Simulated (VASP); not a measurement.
# Te2Pt (P-3m1) in VASP: a series of runs

Runs on Te2Pt. Level: LDA. Tasks: relaxation of cell and atoms.

All numbers are computed with VASP 6.6.1; they aren't measurements. Logs are shortened: lines on timing, memory, paths and dates and some standing lists are left out, and cuts for length are marked.

## 1. The crystal as given

It takes space group P-3m1 (No. 164, trigonal). The conventional cell has a = 4.086 Å, b = 4.086 Å, c = 5.010 Å, α = 90.00°, β = 90.00°, γ = 120.00°. Te (site symmetry 3m) is surrounded by 3 Pt at 2.78 Å and 3 Te at 3.14 Å. Pt (site symmetry -3m) has 6 Te at 2.78 Å as nearest neighbours.

The cell was built by a generator and needn't be a form met in nature.

## 2. Relaxation of cell and atoms, LDA

INCAR

```
SYSTEM = Te2Pt
ALGO     = Normal         ! electronic algorithm
EDIFF    = 1E-6           ! SCF threshold, eV
EDIFFG   = -0.01          ! ionic threshold
ENCUT    = 600            ! plane-wave cutoff, eV
IBRION   = 2              ! ionic algorithm
ISIF     = 3              ! what is computed and relaxed
ISMEAR   = 0              ! smearing method
LASPH    = .True.         ! aspherical terms in the spheres
LCHARG   = .False.        ! write CHGCAR
LREAL    = .False.        ! projectors in reciprocal space
LWAVE    = .False.        ! write WAVECAR
NELM     = 80             ! most SCF steps
NSW      = 90             ! ionic steps
PREC     = Accurate       ! precision mode
SIGMA    = 0.03           ! smearing width, eV
```

KPOINTS

```
k-points
0
Gamma
  9 9 6
  0 0 0
```

POSCAR

```
Te2Pt
1.0
    4.0858674400      0.0000000000      0.0000000000
   -2.0429337200      3.5384650000      0.0000000000
    0.0000000000      0.0000000000      5.0096461900
Te Pt
2 1
Direct
    0.6666666700      0.3333333300      0.2932000000
    0.3333333300      0.6666666700      0.7068000000
    0.0000000000      0.0000000000      0.0000000000
```

Potentials or basis: VASP PAW LDA potentials, release 64 (Te, Pt).

The run is started by

```console
> cat potpaw_LDA.64/Te/POTCAR potpaw_LDA.64/Pt/POTCAR > POTCAR
> mpirun -np 1 vasp_std > vasp.out
```

OUTCAR:

```text
SYSTEM = Te2Pt
   EDIFF = 1E-6
   EDIFFG = -0.01
   ENCUT = 600
   IBRION = 2
   ISIF = 3
   ISMEAR = 0
   LASPH = .True.
   LREAL = .False.
   NELM = 80
   NSW = 90
   PREC = Accurate

 ion  position               nearest neighbor table
   1  0.667  0.333  0.293-   3 2.78   3 2.78   3 2.78   2 3.14   2 3.14   2 3.14
   2  0.333  0.667  0.707-   3 2.78   3 2.78   3 2.78   1 3.14   1 3.14   1 3.14
   3  0.000  0.000  0.000-   1 2.78   2 2.78   1 2.78   2 2.78   1 2.78   2 2.78

  LATTYP: Found a hexagonal cell.
 ALAT       =     4.0858674400
 C/A-ratio  =     1.2260912190

  Lattice vectors:

 A1 = (   4.0858674400,   0.0000000000,   0.0000000000)
 A2 = (  -2.0429337200,   3.5384650000,   0.0000000000)
 A3 = (   0.0000000000,   0.0000000000,   5.0096461900)

Analysis of symmetry for initial positions (statically):
=====================================================================
 Subroutine PRICEL returns:
 Original cell was already a primitive cell.

 Routine SETGRP: Setting up the symmetry group for a
 hexagonal supercell.

 Subroutine GETGRP returns: Found 12 space group operations
 (whereof 12 operations were pure point group operations)
 out of a pool of 24 trial point group operations.

The static configuration has the point symmetry D_3d.

Analysis of symmetry for dynamics (positions and initial velocities):
=====================================================================
 Subroutine PRICEL returns:
 Original cell was already a primitive cell.

 Routine SETGRP: Setting up the symmetry group for a
 hexagonal supercell.

 Subroutine GETGRP returns: Found 12 space group operations
 (whereof 12 operations were pure point group operations)
 out of a pool of 24 trial point group operations.

The dynamic configuration has the point symmetry D_3d.

 Subroutine INISYM returns: Found 12 space group operations
 (whereof 12 operations are pure point group operations),
 and found     1 'primitive' translations

----------------------------------------------------------------------------------------

                                     Primitive cell

  volume of cell :      72.4280

  direct lattice vectors                    reciprocal lattice vectors
     4.085867440  0.000000000  0.000000000     0.244746070  0.141304210  0.000000000
    -2.042933720  3.538465000  0.000000000     0.000000000  0.282608419  0.000000000
     0.000000000  0.000000000  5.009646190     0.000000000  0.000000000  0.199614895

  length of vectors
     4.085867440  4.085867440  5.009646190     0.282608419  0.282608419  0.199614895

  position of ions in fractional coordinates (direct lattice)
     0.666666670  0.333333330  0.293200000
[... 115 lines left out ...]
  volume of cell :       72.43
 maximum number of plane-waves:      2444
 NGX is ok and might be reduce to    36
   NGX = 17   NGY = 17   NGZ = 21

--------------------------------------- Ionic step        1  -------------------------------------------

 number of electron      22.0000000 magnetization

 Free energy of the ion-electron system (eV)
  ---------------------------------------------------
  ext. energy  EPLUGINS =         0.00000000
  ---------------------------------------------------
  free energy    TOTEN  =       -16.09873721 eV

  energy without entropy =      -16.09780156  energy(sigma->0) =      -16.09826938

------------------------ aborting loop because EDIFF is reached ----------------------------------------

  FORCE on cell =-STRESS in cart. coord.  units (eV):
  Direction    XX          YY          ZZ          XY          YZ          ZX
  --------------------------------------------------------------------------------------
  -------------------------------------------------------------------------------------
  Total       -3.0030528     -3.0030528     -2.2457755     -0.0000000     -0.0000000      0.0000000
  in kB      -66.4304700    -66.4304701    -49.6787534     -0.0000000     -0.0000000      0.0000000
  external PRESSURE =     -60.8465645 kB  Pullay stress =       0.0000000 kB
[... 24 lines left out ...]
--------------------------------------- Ionic step        2  -------------------------------------------

 number of electron      21.9999999 magnetization

 E-fermi :  10.8676     XC(G=0): -11.4853

 val. band max:       10.8667864082   @ k =   0.4444   0.1111   0.0000
 cond. band min:      10.8740007355   @ k =   0.1111   0.1111   0.5000
 fundamental gap:      0.0072143273
 Fermi energy:        10.8676310892

 k-point     1 :       0.0000    0.0000    0.0000
  band No.  band energies     occupation
      1      -4.4122      2.00000
      2       0.2918      2.00000
      3       3.1058      2.00000
      4       4.4726      2.00000
      5       4.4726      2.00000
      6       6.6251      2.00000
      7       6.6251      2.00000
      8       7.8354      2.00000
      9      10.4267      2.00000
     10      10.4267      2.00000
     11      11.5027      0.00000
     12      11.5027      0.00000
     13      12.5797      0.00000
     14      13.4441      0.00000
[... 482 lines left out ...]
  FREE ENERGIE OF THE ION-ELECTRON SYSTEM (eV)
  ---------------------------------------------------
  free  energy   TOTEN  =       -16.2707256861 eV

  energy  without entropy=      -16.2699123062  energy(sigma->0) =      -16.27031900

[... ionic steps 4 to 11 ...]

--------------------------------------- Ionic step       12  -------------------------------------------

 number of electron      22.0000001 magnetization

------------------------ aborting loop because EDIFF is reached ----------------------------------------
[... 69 lines left out ...]
--------------------------------------- Ionic step       14  -------------------------------------------

 number of electron      22.0000001 magnetization

 Free energy of the ion-electron system (eV)
  ---------------------------------------------------
  ext. energy  EPLUGINS =         0.00000000
  ---------------------------------------------------
  free energy    TOTEN  =       -16.39158242 eV

  energy without entropy =      -16.39119403  energy(sigma->0) =      -16.39138823

 E-fermi :   8.9949     XC(G=0): -10.8897

 val. band max:        8.9917496462   @ k =   0.4444   0.1111   0.0000
 cond. band min:       9.0079323990   @ k =   0.1111   0.1111   0.5000
 fundamental gap:      0.0161827528
 Fermi energy:         8.9949068420

 k-point     1 :       0.0000    0.0000    0.0000
  band No.  band energies     occupation
      1      -5.2988      2.00000
      2      -1.6170      2.00000
      3       2.0847      2.00000
      4       3.1238      2.00000
      5       3.1238      2.00000
      6       5.1565      2.00000
      7       5.1565      2.00000
      8       6.2889      2.00000
      9       8.4753      2.00000
     10       8.4753      2.00000
     11       9.8530      0.00000
     12       9.8530      0.00000
     13      10.6255      0.00000
     14      11.4700      0.00000
[... 445 lines left out ...]
  FREE ENERGIE OF THE ION-ELECTRON SYSTEM (eV)
  ---------------------------------------------------
  free  energy   TOTEN  =       -16.3915824245 eV

  energy  without entropy=      -16.3911940347  energy(sigma->0) =      -16.39138823

 reached required accuracy - stopping structural energy minimisation
```

OSZICAR:

```text
N       E                     dE             d eps       ncg     rms          rms(c)
DAV:   1     0.116725195642E+03    0.11673E+03   -0.10261E+04  1860   0.141E+03
[... 127 lines left out ...]
       N       E                     dE             d eps       ncg     rms          rms(c)
DAV:   1    -0.163920539534E+02   -0.52509E-03   -0.88551E-03  1923   0.845E-01    0.137E-01
DAV:   2    -0.163916785985E+02    0.37535E-03   -0.25618E-03  1909   0.517E-01    0.819E-02
DAV:   3    -0.163915982964E+02    0.80302E-04   -0.23058E-04  1944   0.158E-01    0.301E-02
DAV:   4    -0.163915846438E+02    0.13653E-04   -0.49444E-05  1958   0.379E-02    0.116E-02
DAV:   5    -0.163915821594E+02    0.24844E-05   -0.86087E-06  2070   0.236E-02    0.169E-02
DAV:   6    -0.163915824245E+02   -0.26511E-06   -0.13206E-06  1000   0.990E-03
  14 F= -.16391582E+02 E0= -.16391388E+02  d E =-.131854E-04
```

It took 3.3 min on 1 thread of Intel Xeon 6975P-C (Granite Rapids), shared host; peak memory 0.24 GiB.

What came out:

* Free energy: -16.3916 eV
* Relaxed volume: 23.75 Å³/atom
* Relaxed cell: a = 4.023 Å, b = 4.023 Å, c = 5.084 Å, α = 90.00°, β = 90.00°, γ = 120.00°
* Space group after relaxing (to 0.05 Å): P-3m1 (No. 164)
* Energy gained by relaxing: 97.6 meV/atom
* Ionic steps: 14
* Pressure after relaxing: 0.0 GPa
* Band gap on the k mesh: none (metal or under the smearing width)

The path:
```csv
step,energy change (eV),largest force (eV/Å),pressure (GPa),volume (Å³)
1,0.0000,1.6072,-6.08,72.43
2,0.0046,0.1686,14.00,63.23
3,-0.1720,0.8901,2.21,67.53
4,-0.2557,0.4799,1.36,68.94
5,-0.2881,0.1658,0.81,70.74
6,-0.2887,0.0924,0.84,70.52
7,-0.2873,0.1538,-1.49,71.93
8,-0.2910,0.0177,-0.22,71.13
9,-0.2925,0.0272,-0.06,71.14
10,-0.2927,0.0325,0.02,71.14
11,-0.2928,0.0145,0.05,71.17
12,-0.2928,0.0038,0.08,71.20
13,-0.2928,0.0079,-0.14,71.37
14,-0.2928,0.0000,-0.01,71.25
```

Final structure:
```
Te Pt
1.0
     4.02287    0.00000    0.00000
    -2.01143    3.48391    0.00000
     0.00000    0.00000    5.08380
Te Pt
2 1
Cartesian
  2.0114 1.1613 1.3402
  0.0000 2.3226 3.7436
  0.0000 0.0000 0.0000
```

Spin-orbit coupling is left out, which matters for the levels of Pt, Te.

## 3. Relaxation of cell and atoms, LDA

This run uses another cell than the first one, of 23.75 Å³/atom, 0.984 times its volume.

Edit INCAR of step 2 so:

```diff
@@ -2,4 +2,4 @@
 ALGO     = Normal         ! electronic algorithm
-EDIFF    = 1E-6           ! SCF threshold, eV
-EDIFFG   = -0.01          ! ionic threshold
+EDIFF    = 1E-7           ! SCF threshold, eV
+EDIFFG   = -0.005         ! ionic threshold
 ENCUT    = 600            ! plane-wave cutoff, eV
```

KPOINTS is that of step 2.

POSCAR

```
Te2Pt                                   
1.0
    4.0228682308      0.0000000000     -0.0000000000
   -2.0114341154      3.4839060844     -0.0000000000
   -0.0000000000     -0.0000000000      5.0837961243
  Te              Pt            
     2     1
Direct
     0.6666666699999979    0.3333333300000021    0.2636193040791626
     0.3333333300000021    0.6666666699999979    0.7363806959208375
     0.0000000000000000    0.0000000000000000    0.0000000000000000
```

Potentials or basis: VASP PAW LDA potentials, release 64 (Te, Pt).

The run is started by

```console
> cat potpaw_LDA.64/Te/POTCAR potpaw_LDA.64/Pt/POTCAR > POTCAR
> mpirun -np 1 vasp_std > vasp.out
```

OUTCAR:

```text
SYSTEM = Te2Pt
   EDIFF = 1E-7
   EDIFFG = -0.005
   ENCUT = 600
   IBRION = 2
   ISIF = 3
   ISMEAR = 0
   LASPH = .True.
   LREAL = .False.
   NELM = 80
   NSW = 90
   PREC = Accurate

 ion  position               nearest neighbor table
   1  0.667  0.333  0.264-   3 2.68   3 2.68   3 2.68   2 3.34   2 3.34   2 3.34   2 3.55   2 3.55
                             2 3.55
   2  0.333  0.667  0.736-   3 2.68   3 2.68   3 2.68   1 3.34   1 3.34   1 3.34   1 3.55   1 3.55
                             1 3.55
   3  0.000  0.000  0.000-   1 2.68   2 2.68   1 2.68   2 2.68   1 2.68   2 2.68

  LATTYP: Found a hexagonal cell.
 ALAT       =     4.0228682308
 C/A-ratio  =     1.2637242466

  Lattice vectors:

 A1 = (   4.0228682308,   0.0000000000,   0.0000000000)
 A2 = (  -2.0114341154,   3.4839060844,   0.0000000000)
 A3 = (   0.0000000000,   0.0000000000,   5.0837961243)

Analysis of symmetry for initial positions (statically):
=====================================================================
 Subroutine PRICEL returns:
 Original cell was already a primitive cell.

 Routine SETGRP: Setting up the symmetry group for a
 hexagonal supercell.

[... 188 lines left out ...]
     10       8.4755      2.00000
     11       9.8530      0.00000
     12       9.8530      0.00000
     13      10.6258      0.00000
     14      11.4700      0.00000
[... 401 lines left out ...]
      2      -2.3913      2.00000
      3       2.8836      2.00000
      4       3.5407      2.00000
      5       3.7953      2.00000
      6       4.3298      2.00000
      7       4.7194      2.00000
      8       5.5319      2.00000
      9       6.1930      2.00000
     10       6.7195      2.00000
     11       7.5964      2.00000
     12      10.3675      0.00000
     13      11.1416      0.00000
     14      13.2231      0.00000
     15      14.0980      0.00000

 [... further k-points ...]

------------------------ aborting loop because EDIFF is reached ----------------------------------------

  FORCE on cell =-STRESS in cart. coord.  units (eV):
  Direction    XX          YY          ZZ          XY          YZ          ZX
  --------------------------------------------------------------------------------------
  -------------------------------------------------------------------------------------
  Total       -0.0009438     -0.0009438      0.0093558      0.0000000     -0.0000000      0.0000000
  in kB       -0.0212217     -0.0212217      0.2103787      0.0000000     -0.0000000      0.0000000
  external PRESSURE =       0.0559785 kB  Pullay stress =       0.0000000 kB

 VOLUME and BASIS-vectors are now :
 -----------------------------------------------------------------------------
  energy-cutoff  :      600.00
  volume of cell :       71.25
      direct lattice vectors                 reciprocal lattice vectors
     4.022868231  0.000000000  0.000000000     0.248578860  0.143517072  0.000000000
    -2.011434115  3.483906084  0.000000000     0.000000000  0.287034144  0.000000000
     0.000000000  0.000000000  5.083796124     0.000000000  0.000000000  0.196703403

 POSITION                                       TOTAL-FORCE (eV/Angst)
 -----------------------------------------------------------------------------------
      2.01143      1.16130      1.34019         0.000000     -0.000000      0.000216
     -0.00000      2.32260      3.74361        -0.000000      0.000000     -0.000216
      0.00000      0.00000      0.00000         0.000000      0.000000      0.000000
 -----------------------------------------------------------------------------------
    total drift:                                0.000000      0.000000      0.000000

  FREE ENERGIE OF THE ION-ELECTRON SYSTEM (eV)
  ---------------------------------------------------
  free  energy   TOTEN  =       -16.3915188164 eV

  energy  without entropy=      -16.3911307480  energy(sigma->0) =      -16.39132478

 reached required accuracy - stopping structural energy minimisation
```

OSZICAR:

```text
N       E                     dE             d eps       ncg     rms          rms(c)
DAV:   1     0.117530041781E+03    0.11753E+03   -0.10223E+04  1860   0.141E+03
DAV:   2    -0.117065236469E+02   -0.12924E+03   -0.12621E+03  2357   0.233E+02
DAV:   3    -0.167722571210E+02   -0.50657E+01   -0.50022E+01  2315   0.484E+01
DAV:   4    -0.168380468032E+02   -0.65790E-01   -0.65702E-01  2315   0.603E+00
DAV:   5    -0.168392093482E+02   -0.11625E-02   -0.11624E-02  2399   0.705E-01    0.138E+01
DAV:   6    -0.165335814169E+02    0.30563E+00   -0.23258E+00  1909   0.140E+01    0.891E+00
DAV:   7    -0.164255835674E+02    0.10800E+00   -0.62150E-01  1923   0.807E+00    0.381E+00
DAV:   8    -0.163938457026E+02    0.31738E-01   -0.80653E-02  2035   0.251E+00    0.973E-01
DAV:   9    -0.163916948508E+02    0.21509E-02   -0.94095E-03  2140   0.861E-01    0.494E-01
DAV:  10    -0.163915416330E+02    0.15322E-03   -0.15744E-03  2119   0.273E-01    0.993E-02
DAV:  11    -0.163915187954E+02    0.22838E-04   -0.24691E-04  2042   0.120E-01    0.461E-02
DAV:  12    -0.163915216384E+02   -0.28431E-05   -0.14848E-05  2252   0.274E-02    0.375E-02
DAV:  13    -0.163915191801E+02    0.24583E-05   -0.54084E-06  1972   0.199E-02    0.913E-03
DAV:  14    -0.163915188149E+02    0.36524E-06   -0.21481E-06  2049   0.118E-02    0.141E-03
DAV:  15    -0.163915188164E+02   -0.15300E-08   -0.65083E-08  1028   0.187E-03
   1 F= -.16391519E+02 E0= -.16391325E+02  d E =-.163915E+02
```

Wall time 25 s (1 thread of Intel Xeon 6975P-C (Granite Rapids), shared host); peak memory 0.23 GiB.

Results:

| Property | Result |
| --- | --- |
| Free energy | -16.3915 eV |
| Pressure after relaxing | 0.0 GPa |
| Band gap on the k mesh | none (metal or under the smearing width) |

Final structure:
```
CELL_PARAMETERS angstrom
4.02287 0.00000 0.00000
-2.01143 3.48391 0.00000
0.00000 0.00000 5.08380
ATOMIC_POSITIONS crystal
Te 0.66667 0.33333 0.26362
Te 0.33333 0.66667 0.73638
Pt 0.00000 0.00000 0.00000
```

Levels at points of the mesh, in eV from the Fermi level:
```tsv
k point	band 9	band 10	band 11	band 12	band 13	band 14
(0.00, 0.00, 0.00)	-0.52	-0.52	0.86	0.86	1.63	2.48
(0.00, 0.00, 0.50)	-1.35	-1.33	-1.33	2.28	2.28	4.14
```

Caveat: the relaxation stopped at its first step, so nothing moved. Spin-orbit coupling is left out, which matters for the levels of Pt, Te.
